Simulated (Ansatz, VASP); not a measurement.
## WSe2 in VASP and in Ansatz

```
W Se
1.0
     3.40102    0.00000    0.00000
    -1.70051    2.94537    0.00000
     0.00000    0.00000   16.66114
W Se
1 2
Direct
  0.00000 0.00000 0.99897
  0.33333 0.66667 0.10160
  0.33333 0.66667 0.90080
```

Change from the starting cell: mode 9 frozen in at -0.020 Å, equal normal strain along x and y +0.0400.

Alike in both runs: task single point; functional PBEsol; k mesh 9 × 9 × 2; occupations gaussian, width 0.05 eV; no spin polarisation.

```csv
,VASP,Ansatz
version,VASP 6.6.1,Ansatz 0.2.0
potentials or method,"VASP PAW PBE potentials, release 64 (W_sv, Se)","scalar-relativistic, plane waves, PAW"
plane-wave cutoff (eV),520,420
valence electrons in the cell,26,46
```

|  | VASP | Ansatz | Ansatz less VASP |
| --- | --- | --- | --- |
| gap on the k mesh at the Fermi level (eV) | 1.31 | 1.31 | +0.003 |
| least direct gap on the mesh (eV) | 1.31 | 1.31 | +0.003 |
| rms of the force components (eV/Å) | 0.504 | 0.517 | +0.0135 |

Atom by atom the forces differ by 0.023 eV/Å (rms over components). The two sets of potentials don't hold the same shells in valence. Ansatz warned: «pseudo_functional_mismatch».

Caveats: the PAW data sets were made with another functional, which shifts forces and pressure a little (VASP); spin-orbit coupling is left out, which moves the levels of the heavy elements.
